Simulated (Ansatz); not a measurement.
# PbSe in Ansatz: further runs

The runs below take PbSe through band structure, single point, equation of state, with r2SCAN, LDA.

Program: Ansatz 0.2.0. These are calculated values, not measurements. Logs are shortened: lines on timing, memory, paths and dates and some standing lists are left out, and cuts for length are marked.

## (1) Starting point

The cell holds a slab with vacuum, 4 atoms: a = 4.415 Å, b = 4.415 Å, c = 12.399 Å, α = 100.23°, β = 100.23°, γ = 90.13°.

## (2) Band structure, r2SCAN

Input file input.yaml:

```yaml
crystal:
  lattice:
    - [4.4148899595, 0.0, 0.0]
    - [-0.0103110241, 4.4148779187, 0.0]
    - [-2.2022894676, -2.2074389594, 12.000799]
  atoms:
    - { symbol: Pb, position: [0.80684, 0.807304, 0.618443] }
    - { symbol: Pb, position: [0.185454, 0.19981, 0.382376] }
    - { symbol: Se, position: [0.287332, 0.323146, 0.623194] }
    - { symbol: Se, position: [0.684266, 0.699895, 0.377965] }
hamiltonian:
  xc: r2scan
  pseudopotentials: { kind: paw }
kpoints:
  mp_grid: { grid: [6, 6, 3] }
  band_path:
    path:
      - [[0.0, 0.0, 0.0], [0.5, -0.5, 0.0], [0.518042762, -0.481957238, -0.018042762], [0.5157862591, 0.4842137409, -0.5], [0.5, 0.5, -0.5], [0.0, 0.0, 0.0], [0.0, 0.0, -0.5], [0.4842137409, -0.4842137409, -0.5], [0.5, -0.5, -0.2672569819], [0.518042762, -0.481957238, -0.018042762]]
      - [[0.481957238, 0.481957238, -0.981957238], [0.0, 0.0, -0.5]]
      - [[0.5, 0.5, -0.5], [0.5, 0.5, -0.7327430181]]
      - [[0.5, -0.5, -0.2672569819], [0.5, -0.5, 0.0]]
      - [[0.5, 0.0, -0.5], [0.0, 0.0, 0.0]]
    npoints: 14
scf:
  occupations: { method: fermi_dirac, width: 0.05 }
  n_extra_bands: 10
output:
  forces: true
  stress: true
  eigenvalues: true
  fatbands: true
```

Potentials or basis: Ansatz PAW.

Launch:

```bash
$ ansatz run input.yaml --threads 2 --pin off --max-ram 5632MiB --backend cpu --events-out ev --progress --plain --runs-dir out
```

The program printed:

```text
Warning: RAYON_NUM_THREADS=2 ignored (pool sized by the plan → 2); use --threads N
scf.n_extra_bands = 10 over 30 filled bands (N_el = 60.0): the run solves 40 bands
Engine: ansatz 0.2.0, x86_64-unknown-linux-gnu
Pseudopotentials: kind: paw
Pseudopotential: Pb, paw, valence charge 14, recommended cutoff 500 eV (meta_gga), Pb.paw.azcp
Pseudopotential: Se, paw, valence charge 16, recommended cutoff 500 eV (meta_gga), Se.paw.azcp
Functional definition: r2SCAN
  parameter k0 = 0.174
  parameter k1 = 0.065
  parameter a1 = 4.9479
  exchange = r2scan_x(k0 = k0, k1 = k1, a1 = a1)
  correlation = r2scan_c
Crystal: 4 atoms, lattice volume = 233.910 Å³
Basis set: ecut = 500 eV, 5879 PW (Γ), exchange–correlation on 144×144×384 points (64 copies of the dense FFT grid, shifted against one another)
Bands: 40, of which v1, the nominal top of the filled ones, is band 30 counted from 1 (29 counted from 0)
Symmetry: 1 space group operations
Space group: P1 (ITA 1), of the structure as read, at distance tolerance 6.2e-5 Å
k-points: 56 of 108 (time reversal used)
Non-local potential: Pb, projectors of the file, l = 0: 2, l = 1: 2, l = 2: 2, l = 3: 2
Non-local potential: Se, projectors of the file, l = 0: 2, l = 1: 2, l = 2: 3, l = 3: 1
PAW form: soft (Blöchl's): semilocal exchange-correlation on the pseudo side does not see the compensation charge
PAW frozen core: Pb, regenerated for the run's functional (the file was generated under x = pbe(κ = 0.804, μ = 0.2195149727645171), c = pbe(β = 0.06672455060314922))
PAW frozen core: Se, regenerated for the run's functional (the file was generated under x = pbe(κ = 0.804, μ = 0.2195149727645171), c = pbe(β = 0.06672455060314922))
PAW one-centre angular grid: Pb, 590 points (default); XC on 160 Gauss nodes
PAW one-centre angular grid: Se, 590 points (default); XC on 160 Gauss nodes
Initial density: superposition of atomic densities (neutral atoms: chi_scale 0, normalization atom), corrected by the library's trained network
Initial wavefunctions: pseudopotential atomic-orbital guess
Functional: x = r2scan, c = r2scan; τ floored in thin density (d = 2e-4 eV/Å³)
SCF iter   1: F=—  HF=-34800.232421 eV  |F-HF|=—  |Δ(HF+E_count)|=         —  Δρ=4.62e-3  dr2=7.30e-2  dr2_τ=9.44e-3  ethr=1.77e-3  ⟨swp⟩=8.8  Hψ=11383  notcnv=0  defer=18
preconditioner: auto → Resta (q_TF=auto, 2.175 Å⁻¹)  ε∞=1.9  [insulator: Δε(μ)=1.900 eV  Ē_g=16.104 eV  σ=0.050 eV  W_gap=1.00  n_scr=44 (ndim 8)  ℏωp=15.4 eV  f_vac=0.461  D(μ)=0.00/eV (n_scr^D=0)  ε∞_Penn≈1.9  vacuum switching on, ρ_ref=1.9e-2 e/Å³]
SCF iter   2: F=—  HF=-34800.222230 eV  |F-HF|=—  |Δ(HF+E_count)|=   1.02e-2  Δρ=1.64e-3  dr2=5.84e-3  dr2_τ=5.97e-4  ethr=1.22e-4  ⟨swp⟩=3.2  Hψ=4772  notcnv=0  defer=169
SCF iter   3: F=—  HF=-34800.223165 eV  |F-HF|=—  |Δ(HF+E_count)|=   9.35e-4  Δρ=5.46e-4  dr2=8.70e-4  dr2_τ=3.34e-5  ethr=9.74e-6  ⟨swp⟩=2.1  Hψ=3641  notcnv=0  defer=169
SCF iter   4: F=—  HF=-34800.223606 eV  |F-HF|=—  |Δ(HF+E_count)|=   4.41e-4  Δρ=2.06e-4  dr2=8.38e-5  dr2_τ=2.98e-6  ethr=1.45e-6  ⟨swp⟩=2.0  Hψ=2862  notcnv=0  defer=169
SCF iter   5: F=—  HF=-34800.223754 eV  |F-HF|=—  |Δ(HF+E_count)|=   1.48e-4  Δρ=5.61e-5  dr2=4.09e-5  dr2_τ=4.76e-7  ethr=1.40e-7  ⟨swp⟩=2.9  Hψ=3968  notcnv=0  defer=169
SCF iter   6: F=—  HF=-34800.223748 eV  |F-HF|=—  |Δ(HF+E_count)|=   5.38e-6  Δρ=2.35e-5  dr2=2.06e-6  dr2_τ=6.28e-8  ethr=6.82e-8  ⟨swp⟩=2.0  Hψ=2322  notcnv=0  defer=169
SCF iter   7: F=—  HF=-34800.223751 eV  |F-HF|=—  |Δ(HF+E_count)|=   2.43e-6  Δρ=6.02e-6  dr2=1.04e-7  dr2_τ=6.96e-9  ethr=3.43e-9  ⟨swp⟩=2.0  Hψ=2634  notcnv=0  defer=169
SCF iter   8: F=-34800.223751 eV  HF=-34800.223751 eV  |F-HF|=6.66e-9  |Δ(HF+E_count)|=   2.56e-7  Δρ=1.84e-6  dr2=9.89e-9  dr2_τ=2.94e-10  ethr=1.67e-10  ⟨swp⟩=11.7  Hψ=11184  notcnv=0
SCF 1 converged in 8 iterations: F = -34800.223751 eV  dr2 = 9.89e-9
NSCF: frozen V_eff on 187 k-points
SCF converged after 8 iterations
Free energy (F): -34800.223751 eV
Harris-Foulkes:  -34800.223751 eV  (|F-HF|=6.66e-9)
Internal energy: -34800.223751 eV  (E = F + TS)
E sigma→0 (E₀):  -34800.223751 eV
Fermi energy:    2.504891 eV
--- Per-component energies (eV) ---
  E_band       = -1288.955244
  E_kinetic    = 808.671407
  E_local      = -17628.589692  (includes V_loc(G=0)·N_el)
  E_nonlocal   = -489.308604
  E_hartree    = 8377.819333
  E_xc         = -612.528829
  E_vxc        = -500.870395  (∫ρ·V_xc dr)
  E_paw        = -24713.644314  (= ΣΔE_a)
  E_vpaw       = -266.434779  (= ΣTr[D̂ρ^β])
  E_aug_tail   = -0.000379  (compensation charges beyond the density's cutoff)
  E_vtau       = 31.938178  (kinetic-family band-sum trace: ∫τ·v_τ [+ j·A + Jᵃ·Aᵃ] dr)
  E_ewald      = -541.044138
  E_core_change = -1.598536  (= ΣΔE_core)
  E_smearing   = -0.000000  (= −TS)
  E_closure    = -0.000000  (closes the sum)
  Σ components = -34800.223751   (vs F -34800.223751, Δ=0.00e0)
--- Forces (eV/Å), atoms counted from 1 ---
  atom   1  Pb     0.00629664     0.01273691    -0.32329505
  atom   2  Pb    -0.00459826    -0.01498341     0.34747363
  atom   3  Se     0.06641784     0.00392553    -0.38860590
  atom   4  Se    -0.06811440    -0.00168063     0.36444155
  max |Σ_I F_I| component: 1.42e-5 eV/Å
--- Stress (GPa, compression-positive) ---
       -0.660137       0.016479       0.146159
        0.016479      -0.668826       0.032558
        0.146159       0.032558      -1.409667
  P = ⅓ Tr σ = -0.9129 GPa (-9.129 kbar)
--- Band table (eV; the first three rows and the last of 56) ---
  k-point 0: bands = ["-45.6939", "-45.6921", "-45.6899", "-45.6898", "-45.6879", "-45.6875", "-45.6863", "-45.6855", "-45.6842", "-45.6823", "-15.4969", "-15.4240", "-15.4043", "-15.4025", "-15.4018", "-15.3984", "-15.3956", "-15.3740", "-15.3643", "-15.3619", "-11.4598", "-10.4450", "-5.5608", "-4.7309", "-1.3653", "-0.7749", "-0.7570", "0.1618", "0.1774", "1.0707", "3.9456", "5.9392", "6.5206", "6.7328", "6.9034", "7.0108", "7.5305", "7.5818", "8.4264", "8.8773"]
  k-point 1: bands = ["-45.6939", "-45.6921", "-45.6899", "-45.6898", "-45.6879", "-45.6875", "-45.6863", "-45.6855", "-45.6842", "-45.6823", "-15.4969", "-15.4240", "-15.4043", "-15.4025", "-15.4018", "-15.3984", "-15.3956", "-15.3740", "-15.3643", "-15.3619", "-11.4598", "-10.4450", "-5.5608", "-4.7309", "-1.3642", "-0.7749", "-0.7570", "0.1618", "0.1774", "1.0693", "3.8815", "6.3341", "6.5205", "6.7586", "6.9035", "7.0110", "7.5303", "7.5817", "7.8120", "8.4287"]
  k-point 2: bands = ["-45.6939", "-45.6921", "-45.6899", "-45.6898", "-45.6879", "-45.6875", "-45.6863", "-45.6855", "-45.6842", "-45.6823", "-15.4855", "-15.4191", "-15.4070", "-15.4043", "-15.4026", "-15.4012", "-15.3906", "-15.3769", "-15.3660", "-15.3629", "-11.3340", "-10.4119", "-5.8742", "-5.1099", "-1.2389", "-0.5467", "-0.4346", "0.3443", "0.5822", "1.0052", "3.9228", "5.4900", "5.9943", "6.0888", "6.2561", "6.7259", "6.7607", "7.8469", "8.7669", "9.0966"]
  k-point 55: bands = ["-45.6939", "-45.6921", "-45.6899", "-45.6898", "-45.6879", "-45.6875", "-45.6863", "-45.6854", "-45.6842", "-45.6822", "-15.4950", "-15.4857", "-15.4128", "-15.4124", "-15.3949", "-15.3839", "-15.3809", "-15.3674", "-15.3654", "-15.3561", "-10.2649", "-10.2595", "-5.6949", "-5.6880", "-2.3700", "-2.3503", "-1.2013", "-1.1888", "0.1645", "0.1772", "5.3996", "5.4222", "7.1462", "7.1646", "7.4775", "7.5120", "8.3183", "8.3364", "9.4488", "9.6962"]
```

Wall time 2.4 min (2 threads of Intel Xeon at 2.70GHz, shared host); peak memory 1.6 GiB.

What came out:

```yaml
Free_energy: -34800.2238 eV
Largest_force: 0.394 eV/Å
Band_gap_on_the_k_mesh: 1.87 eV, direct
Band_gap_along_the_path: 1.64 eV, direct
```

Forces on the atoms (eV/Å):
```
Pb   0.006  0.013 -0.323
Pb  -0.005 -0.015  0.347
Se   0.066  0.004 -0.389
Se  -0.068 -0.002  0.364
```

Stress tensor (GPa, compression positive):
```
-0.66  0.02  0.15
 0.02 -0.67  0.03
 0.15  0.03 -1.41
```

Levels at the corners of the path, in eV from the valence-band top:
```csv
point,band 28,band 29,band 30,band 31,band 32,band 33
Γ,-1.55,-1.53,-0.64,2.24,4.23,4.81
Y,-2.90,-1.54,-1.53,3.69,3.72,5.43
C,-2.88,-1.54,-1.53,3.67,3.72,5.44
D,-2.88,-1.55,-1.53,3.68,3.71,5.44
X,-2.90,-1.54,-1.53,3.69,3.71,5.43
Γ,-1.55,-1.53,-0.64,2.24,4.23,4.81
Z,-1.55,-1.53,-0.64,2.15,4.81,4.82
D1,-2.88,-1.55,-1.53,3.68,3.71,5.44
H,-2.90,-1.54,-1.53,3.69,3.72,5.44
C,-2.88,-1.54,-1.53,3.67,3.72,5.44
C1,-2.88,-1.54,-1.53,3.67,3.72,5.44
Z,-1.55,-1.53,-0.64,2.15,4.81,4.82
X,-2.90,-1.54,-1.53,3.69,3.71,5.43
H1,-2.90,-1.54,-1.53,3.69,3.72,5.44
H,-2.90,-1.54,-1.53,3.69,3.72,5.44
Y,-2.90,-1.54,-1.53,3.69,3.72,5.43
L,-0.99,-0.17,-0.16,1.74,1.77,2.58
Γ,-1.55,-1.53,-0.64,2.24,4.23,4.81
```

Caveat: the k mesh misses the band edges, so the gap on the mesh is wider than the one along the path; spin-orbit coupling is left out, which as a rule narrows the gap of such compounds by several tenths of an eV; the PAW data sets come from PBE, with cores solved anew for the run's functional, which leaves a small shift of forces and pressure.

## (3) Single point, LDA, 54.97 Å³/atom (volume scaled by 0.94)

Input file input.yaml:

```yaml
crystal:
  lattice:
    - [4.3247648758, 0.0, 0.0]
    - [-0.010100536, 4.3247530808, 0.0]
    - [-2.1573321698, -2.1623765405, 11.7558159939]
  atoms:
    - { symbol: Pb, position: [0.80684, 0.807304, 0.618443] }
    - { symbol: Pb, position: [0.185454, 0.19981, 0.382376] }
    - { symbol: Se, position: [0.287332, 0.323146, 0.623194] }
    - { symbol: Se, position: [0.684266, 0.699895, 0.377965] }
hamiltonian:
  xc: lda
  pseudopotentials: { kind: paw }
kpoints:
  mp_grid: { grid: [6, 6, 3] }
scf:
  occupations: { method: fermi_dirac, width: 0.05 }
output:
  forces: true
  stress: true
  eigenvalues: true
```

Potentials or basis: Ansatz PAW.

Launch:

```bash
$ ansatz run input.yaml --threads 2 --pin off --max-ram 5632MiB --backend cpu --events-out ev --progress --plain --runs-dir out
```

It took 18 s on 2 threads of Intel Xeon at 2.70GHz, shared host; peak memory 0.63 GiB.

The run converged. Its results:

- Free energy: -33972.6722 eV
- Largest force: 0.289 eV/Å
- Band gap on the k mesh: 1.47 eV, direct

Caveat: odd divisions of the mesh miss points on the zone boundary, where band edges often lie, so the gap on the mesh can be too wide; spin-orbit coupling is left out, which as a rule narrows the gap of such compounds by several tenths of an eV; the PAW data sets come from PBE, with cores solved anew for the run's functional, which leaves a small shift of forces and pressure.

## (4) Single point, LDA, 56.14 Å³/atom (volume scaled by 0.96)

Changes to input.yaml since step 3:

```diff
@@ -2,5 +2,5 @@
   lattice:
-    - [4.3247648758, 0.0, 0.0]
-    - [-0.010100536, 4.3247530808, 0.0]
-    - [-2.1573321698, -2.1623765405, 11.7558159939]
+    - [4.35522197, 0.0, 0.0]
+    - [-0.0101716689, 4.3552100919, 0.0]
+    - [-2.1725251505, -2.177605046, 11.8386061582]
   atoms:
```

Launch:

```bash
$ ansatz run input.yaml --threads 2 --pin off --max-ram 5632MiB --backend cpu --events-out ev --progress --plain --runs-dir out
```

Wall time 15 s (2 threads of Intel Xeon at 2.70GHz, shared host); peak memory 0.63 GiB.

The run converged. Its results:

| Item | Value |
| --- | --- |
| Free energy | -33972.6364 eV |
| Largest force | 0.390 eV/Å |
| Band gap on the k mesh | 1.47 eV, direct |

Caveat: odd divisions of the mesh miss points on the zone boundary, where band edges often lie, so the gap on the mesh can be too wide; spin-orbit coupling is left out, which as a rule narrows the gap of such compounds by several tenths of an eV; the PAW data sets come from PBE, with cores solved anew for the run's functional, which leaves a small shift of forces and pressure.

## (5) Single point, LDA, 57.31 Å³/atom (volume scaled by 0.98)

Changes to input.yaml since step 4:

```diff
@@ -2,5 +2,5 @@
   lattice:
-    - [4.35522197, 0.0, 0.0]
-    - [-0.0101716689, 4.3552100919, 0.0]
-    - [-2.1725251505, -2.177605046, 11.8386061582]
+    - [4.3852589327, 0.0, 0.0]
+    - [-0.0102418205, 4.3852469728, 0.0]
+    - [-2.187508556, -2.1926234864, 11.920254298]
   atoms:
```

Launch:

```bash
$ ansatz run input.yaml --threads 2 --pin off --max-ram 5632MiB --backend cpu --events-out ev --progress --plain --runs-dir out
```

Wall time 19 s (2 threads of Intel Xeon at 2.70GHz, shared host); peak memory 0.65 GiB.

The run converged. Its results:

```yaml
Free_energy: -33972.5874 eV
Largest_force: 0.485 eV/Å
Band_gap_on_the_k_mesh: 1.47 eV, direct
```

Caveat: odd divisions of the mesh miss points on the zone boundary, where band edges often lie, so the gap on the mesh can be too wide; spin-orbit coupling is left out, which as a rule narrows the gap of such compounds by several tenths of an eV; the PAW data sets come from PBE, with cores solved anew for the run's functional, which leaves a small shift of forces and pressure.

## (6) Single point, LDA, 58.48 Å³/atom

Changes to input.yaml since step 5:

```diff
@@ -2,5 +2,5 @@
   lattice:
-    - [4.3852589327, 0.0, 0.0]
-    - [-0.0102418205, 4.3852469728, 0.0]
-    - [-2.187508556, -2.1926234864, 11.920254298]
+    - [4.4148899595, 0.0, 0.0]
+    - [-0.0103110241, 4.4148779187, 0.0]
+    - [-2.2022894676, -2.2074389594, 12.000799]
   atoms:
```

Potentials or basis: Ansatz PAW.

Launch:

```bash
$ ansatz run input.yaml --threads 2 --pin off --max-ram 5632MiB --backend cpu --events-out ev --progress --plain --runs-dir out
```

Run time: 19 s. Hardware: 2 threads of Intel Xeon at 2.70GHz, shared host; peak memory 0.65 GiB.

It converged, with:

```
Free energy            : -33972.5268 eV
Largest force          : 0.574 eV/Å
Band gap on the k mesh : 1.47 eV, direct
```

Caveat: odd divisions of the mesh miss points on the zone boundary, where band edges often lie, so the gap on the mesh can be too wide; spin-orbit coupling is left out, which as a rule narrows the gap of such compounds by several tenths of an eV; the PAW data sets come from PBE, with cores solved anew for the run's functional, which leaves a small shift of forces and pressure.

## (7) Single point, LDA, 59.65 Å³/atom (volume scaled by 1.02)

Changes to input.yaml since step 6:

```diff
@@ -2,5 +2,5 @@
   lattice:
-    - [4.4148899595, 0.0, 0.0]
-    - [-0.0103110241, 4.4148779187, 0.0]
-    - [-2.2022894676, -2.2074389594, 12.000799]
+    - [4.4441284934, 0.0, 0.0]
+    - [-0.010379311, 4.4441163729, 0.0]
+    - [-2.2168745911, -2.2220581865, 12.0802768063]
   atoms:
@@ -21 +21,5 @@
   eigenvalues: true
+  write_density: true
+  write_potential: true
+  elf: true
+  volumetric_format: npy
```

Launch:

```bash
$ ansatz run input.yaml --threads 2 --pin off --max-ram 5632MiB --backend cpu --events-out ev --progress --plain --runs-dir out
```

Wall time 24 s (2 threads of Intel Xeon at 2.70GHz, shared host); peak memory 0.67 GiB.

Results (log left out):

```yaml
Free_energy: -33972.4558 eV
Largest_force: 0.655 eV/Å
Band_gap_on_the_k_mesh: 1.46 eV, direct
```

Caveat: odd divisions of the mesh miss points on the zone boundary, where band edges often lie, so the gap on the mesh can be too wide; spin-orbit coupling is left out, which as a rule narrows the gap of such compounds by several tenths of an eV; the PAW data sets come from PBE, with cores solved anew for the run's functional, which leaves a small shift of forces and pressure.

## (8) Single point, LDA, 60.82 Å³/atom (volume scaled by 1.04)

Changes to input.yaml since step 7:

```diff
@@ -2,5 +2,5 @@
   lattice:
-    - [4.4441284934, 0.0, 0.0]
-    - [-0.010379311, 4.4441163729, 0.0]
-    - [-2.2168745911, -2.2220581865, 12.0802768063]
+    - [4.4729872793, 0.0, 0.0]
+    - [-0.010446711, 4.47297508, 0.0]
+    - [-2.231270284, -2.2364875401, 12.1587223602]
   atoms:
@@ -21,5 +21 @@
   eigenvalues: true
-  write_density: true
-  write_potential: true
-  elf: true
-  volumetric_format: npy
```

Launch:

```bash
$ ansatz run input.yaml --threads 2 --pin off --max-ram 5632MiB --backend cpu --events-out ev --progress --plain --runs-dir out
```

It took 20 s on 2 threads of Intel Xeon at 2.70GHz, shared host; peak memory 0.66 GiB.

It converged, with:

* Free energy: -33972.3757 eV
* Largest force: 0.730 eV/Å
* Band gap on the k mesh: 1.46 eV, direct

Caveat: odd divisions of the mesh miss points on the zone boundary, where band edges often lie, so the gap on the mesh can be too wide; spin-orbit coupling is left out, which as a rule narrows the gap of such compounds by several tenths of an eV; the PAW data sets come from PBE, with cores solved anew for the run's functional, which leaves a small shift of forces and pressure.

## (9) Single point, LDA, 61.99 Å³/atom (volume scaled by 1.06)

Changes to input.yaml since step 8:

```diff
@@ -2,5 +2,5 @@
   lattice:
-    - [4.4729872793, 0.0, 0.0]
-    - [-0.010446711, 4.47297508, 0.0]
-    - [-2.231270284, -2.2364875401, 12.1587223602]
+    - [4.5014784123, 0.0, 0.0]
+    - [-0.0105132524, 4.5014661353, 0.0]
+    - [-2.2454825799, -2.2507330677, 12.2361685397]
   atoms:
```

Potentials or basis: Ansatz PAW.

Launch:

```bash
$ ansatz run input.yaml --threads 2 --pin off --max-ram 5632MiB --backend cpu --events-out ev --progress --plain --runs-dir out
```

Run time: 20 s. Hardware: 2 threads of Intel Xeon at 2.70GHz, shared host; peak memory 0.68 GiB.

Results (log left out):

```
Free energy            : -33972.2875 eV
Largest force          : 0.800 eV/Å
Band gap on the k mesh : 1.46 eV, direct
```

Caveat: odd divisions of the mesh miss points on the zone boundary, where band edges often lie, so the gap on the mesh can be too wide; spin-orbit coupling is left out, which as a rule narrows the gap of such compounds by several tenths of an eV; the PAW data sets come from PBE, with cores solved anew for the run's functional, which leaves a small shift of forces and pressure.

## (10) Equation of state, LDA

Potentials or basis: Ansatz PAW.

No new run: the results of the series are fitted here.

Results:

```
Equilibrium volume                        : 52.93 Å³/atom (rough: see the caveat)
Bulk modulus at fixed shape and positions : 28 GPa (rough)
```

Energy against volume, from the lowest point:
| volume (Å³/atom) | energy (meV/atom) |
| --- | --- |
| 54.969 | 0.00 |
| 56.138 | 8.96 |
| 57.308 | 21.20 |
| 58.477 | 36.36 |
| 59.647 | 54.10 |
| 60.817 | 74.12 |
| 61.986 | 96.17 |

Caveat: the minimum lies outside the volumes run; the cell was scaled at fixed shape and fractional positions, which overstates the stiffness of a crystal with free parameters, most of all of layers and chains. The run has no spin-orbit coupling, so splittings on Pb are missing.
